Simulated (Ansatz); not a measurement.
**NaH: sound and stiffness along [100], [110] and [111]**

All numbers below come from DFT PBEsol, scalar-relativistic, plane waves, PAW in Ansatz. Plane waves to 420 eV; Γ-centred k mesh 8×8×8; fixed occupations. No spin polarisation.

The cell is fixed (symmetry leaves no force on the atoms) and stands under 0.0 GPa:
```
Na H
1.0
     0.00000    2.39600    2.39600
     2.39600    0.00000    2.39600
     2.39600    2.39600    0.00000
Na H
1 1
Cartesian
  0.0000 0.0000 0.0000
  2.3960 2.3960 2.3960
```

The cell is the ideal cubic rocksalt prototype.

With ions relaxed, on the cubic axes: C11 = 47.3, C12 = 12.3, C44 = 22.4 GPa. The density is 1.449 g/cm³. Zone-centre modes weren't checked beside this run.

Task: Is the crystal stable against strain, and how anisotropic is it?

Result: Born's conditions hold: C11 + 2C12 = 71.9, C11 − C12 = 35.0 and C44 = 22.4 GPa are all positive. B = (C11 + 2C12)/3 = 24.0 GPa. The two shear moduli are C44 and C′ = (C11 − C12)/2 = 17.5 GPa, so Zener's ratio is A = C44/C′ = 1.28: the tetragonal shear C′ is the soft one, as in many fcc and bcc metals and zincblende crystals. The Cauchy pressure C12 − C44 is -10.1 GPa; it would vanish for pair forces between atoms on inversion centres at zero pressure, and a negative value is usual with directional bonding, though many-body forces give one in some ionic oxides too.

Task: Give the sound speeds along the three symmetry directions.

Result: The Christoffel equation gives ρv² for each branch:
| direction | branch | ρv² | GPa | v (m/s) |
| --- | --- | --- | --- | --- |
| [100] | L | C11 | 47.3 | 5716 |
| [100] | T (×2) | C44 | 22.4 | 3934 |
| [110] | L | (C11 + C12 + 2C44)/2 | 52.2 | 6005 |
| [110] | T, u ∥ [001] | C44 | 22.4 | 3934 |
| [110] | T, u ∥ [1-10] | (C11 − C12)/2 | 17.5 | 3477 |
| [111] | L | (C11 + 2C12 + 4C44)/3 | 53.9 | 6098 |
| [111] | T (×2) | (C11 − C12 + C44)/3 | 19.2 | 3636 |

Task: How does Young's modulus depend on direction?

Result: Inverting gives S11 = 23.665, S12 = -4.882, S44 = 44.603 TPa⁻¹. Along a unit vector (l, m, n), 1/E = S11 − 2(S11 − S12 − S44/2)(l²m² + m²n² + n²l²), where the last bracket is 0, 1/4 and 1/3 for [100], [110] and [111]: E = 42, 49 and 51 GPa. With A > 1 the body diagonal is stiffest. For a film on (001), the biaxial modulus is C11 + C12 − 2C12²/C11 = 53 GPa and the normal strain is −2C12/C11 = -0.52 times the in-plane one.